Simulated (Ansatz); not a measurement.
# Ru (P6_3/mmc) in Ansatz: further runs, part 2 of 2

Ansatz 0.2.0. Earlier steps stand in the parts before.

## (4) Relaxation of cell and atoms, revPBE+D3(BJ)

input.yaml

```yaml
crystal:
  lattice:
    - [2.7058, 0.0, 0.0]
    - [-1.3529, 2.3432915376, 0.0]
    - [0.0, 0.0, 4.2819]
  atoms:
    - { symbol: Ru, position: [0.6666666667, 0.3333333333, 0.75] }
    - { symbol: Ru, position: [0.3333333333, 0.6666666667, 0.25] }
hamiltonian:
  xc: revpbe
  pseudopotentials: { kind: paw }
  dispersion: d3bj
kpoints:
  mp_grid: { grid: [11, 11, 6] }
scf:
  occupations: { method: fermi_dirac, width: 0.05 }
output:
  forces: true
  stress: true
  write_density: true
  write_potential: true
  elf: true
  volumetric_format: npy
relax:
  f_tol: 0.01
  max_steps: 40
  cell: { stress_tol: 0.05 }
```

Potentials or basis: Ansatz PAW.

Run with:

```
ansatz run input.yaml --threads 2 --pin off --max-ram 5632MiB --backend cpu --events-out ev --progress --plain --runs-dir out
```

The program printed:

```text
Warning: RAYON_NUM_THREADS=2 ignored (pool sized by the plan → 2); use --threads N
Engine: ansatz 0.2.0, x86_64-unknown-linux-gnu
Pseudopotentials: kind: paw
Pseudopotential: Ru, paw, valence charge 16, recommended cutoff 420 eV (normal), Ru.paw.azcp
Functional definition: revPBE
  parameter kappa = 1.245
  parameter beta = 0.06672455060314922
  exchange = pbe_x(kappa = kappa, mu = beta*pi^2/3)
  correlation = pbe_c(beta = beta)
Crystal: 2 atoms, lattice volume = 27.149 Å³
Basis set: ecut = 420 eV, 537 PW (Γ), exchange–correlation on 40×40×60 points (8 copies of the dense FFT grid, shifted against one another)
Bands: 20, of which v1, the nominal top of the filled ones, is band 16 counted from 1 (15 counted from 0)
Symmetry: 24 space group operations
Space group: P63/mmc (ITA 194), of the structure as read, at distance tolerance 3.0e-5 Å
k-points: 64 of 726
Non-local potential: Ru, projectors of the file, l = 0: 3, l = 1: 2, l = 2: 2, l = 3: 1
PAW form: soft (Blöchl's): semilocal exchange-correlation on the pseudo side does not see the compensation charge
PAW frozen core: Ru, regenerated for the run's functional, and the local potential with it (the file was generated under x = pbe(κ = 0.804, μ = 0.2195149727645171), c = pbe(β = 0.06672455060314922))
PAW one-centre angular grid: Ru, 590 points (default); XC on 64 Gauss nodes
Initial density: superposition of atomic densities (neutral atoms: chi_scale 0, normalization atom), corrected by the library's trained network
Initial wavefunctions: pseudopotential atomic-orbital guess
[... 80 lines left out ...]
  E_vxc        = -479.853254  (∫ρ·V_xc dr)
  E_paw        = -6931.697611  (= ΣΔE_a)
  E_vpaw       = -442.385065  (= ΣTr[D̂ρ^β])
  E_aug_tail   = -0.000393  (compensation charges beyond the density's cutoff)
  E_ewald      = -4494.303492
  E_disp       = -2.416177  (pairwise vdW)
  E_core_change = -0.144175  (= ΣΔE_core)
  E_smearing   = -0.016239  (= −TS)
  E_closure    = -0.000000  (closes the sum)
  Σ components = -11770.110040   (vs F -11770.110040, Δ=0.00e0)
--- Forces (eV/Å), atoms counted from 1 ---
  atom   1  Ru    -0.00000000    -0.00000000     0.00000000
  atom   2  Ru    -0.00000000     0.00000000     0.00000000
  max |Σ_I F_I| component: 1.85e-17 eV/Å
--- Stress (GPa, compression-positive) ---
        0.034175      -0.000000       0.000000
        0.000000       0.034175       0.000000
        0.000000       0.000000       0.035018
  P = ⅓ Tr σ = 0.0345 GPa (0.345 kbar)
--- Band table (eV; the first three rows and the last of 64) ---
  k-point 0: bands = ["-48.9789", "-48.7555", "-19.5074", "-18.5055", "-18.5055", "-18.3245", "-18.3245", "-18.2804", "16.1112", "17.8387", "21.5237", "21.5237", "21.6962", "22.2266", "22.2266", "22.7779", "22.7779", "25.4256", "25.4256", "25.5177"]
  k-point 1: bands = ["-48.9641", "-48.7707", "-19.4289", "-18.4934", "-18.4934", "-18.3668", "-18.3367", "-18.3367", "16.4243", "17.9437", "21.3699", "21.3699", "21.5442", "22.0478", "22.0478", "23.1806", "23.1806", "24.5534", "25.4334", "25.4334"]
  k-point 2: bands = ["-48.9238", "-48.8121", "-19.2119", "-18.5991", "-18.4605", "-18.4605", "-18.3700", "-18.3700", "17.2415", "18.1543", "21.2463", "21.2463", "21.2520", "21.6729", "21.6729", "22.7308", "23.9809", "23.9809", "25.2802", "25.2802"]
  k-point 63: bands = ["-48.7377", "-48.7377", "-19.2677", "-19.2677", "-18.9409", "-18.9409", "-18.4943", "-18.4943", "19.1766", "19.1766", "20.0995", "20.0995", "21.4100", "21.4100", "23.0699", "23.0699", "25.5308", "25.5308", "32.1595", "32.1595"]
--- Relaxed structure (4 steps of the walk, 3 accepted, 1 SCFs on fresh bases) ---
  F+E_penalty+E_count = -11770.11003974 eV   max|allowed force component| = 1.850e-17 eV/Å   (the final SCF, on the basis selected at the relaxed cell)
  cell:  # Å, volume = 26.5769 Å³
    - [2.6857445803242235, 0.0, 0.0]
    - [-1.3428722901621117, 2.325923034637153, -5.992585011462507e-19]
    - [0.0, -1.0950259218313611e-18, 4.254458790428686]
  atoms:
    - { symbol: Ru, position: [0.6666666666666666, 0.3333333333333333, 0.75] }
    - { symbol: Ru, position: [0.3333333333333333, 0.6666666666666666, 0.25] }
```

Run time: 8.9 s. Hardware: 2 threads of Intel Xeon at 2.50GHz (Skylake/Cascade Lake), shared host; peak memory 0.35 GiB.

Results:

```
Free energy                            : -11770.1100 eV
Relaxed volume                         : 13.29 Å³/atom
Relaxed cell                           : a = 2.686 Å, b = 2.686 Å, c = 4.254 Å, α = 90.00°, β = 90.00°, γ = 120.00°
Space group after relaxing (to 0.05 Å) : P6_3/mmc (No. 194)
Energy gained by relaxing              : 6.2 meV/atom
Ionic steps                            : 4
Pressure after relaxing                : 0.0 GPa
Band gap on the k mesh                 : none (metal or under the smearing width)
```

The path:
| step | energy change (eV) | largest force (eV/Å) | volume (Å³) |
| --- | --- | --- | --- |
| 1 | 0.0000 | 0.0000 | 27.15 |
| 2 | -0.0128 | 0.0000 | 26.60 |
| 3 | -0.0128 | 0.0000 | 26.58 |
| 4 | -0.0125 | 0.0000 | 26.58 |

Final structure:
```
Ru
1.0
     2.68574    0.00000    0.00000
    -1.34287    2.32592    0.00000
     0.00000    0.00000    4.25446
Ru
2
Direct
  0.66667 0.33333 0.75000
  0.33333 0.66667 0.25000
```

Caveat: the plane-wave basis is chosen anew once the cell has moved, so the energies of steps on either side of that aren't comparable; pairwise dispersion overbinds metals, which lowers pressure and volume; the PAW data sets come from PBE, with cores solved anew for the run's functional, which leaves a small shift of forces and pressure.

## (5) Overview

| level | pressure (GPa) | relaxed volume (Å³/atom) |
| --- | --- | --- |
| PBE+D4 | 0.0 | 13.52 |
| PBEsol+D3(BJ) | 0.0 | 13.04 |
| revPBE+D3(BJ) | 0.0 | 13.29 |

Alike in all rows: task relaxation of cell and atoms; potentials or basis Ansatz PAW; no spin polarisation; cell relaxed; k mesh 11 × 11 × 6; cutoff (eV) 420; smearing fermi-dirac 0.05 eV.

Caveats: the plane-wave basis is chosen anew once the cell has moved, so the energies of steps on either side of that aren't comparable; the PAW data sets come from PBE, with cores solved anew for the run's functional, which leaves a small shift of forces and pressure (some runs); pairwise dispersion overbinds metals, which lowers pressure and volume (some runs).

Total energies depend on the potentials used, so only differences within one code and one set of settings carry meaning.
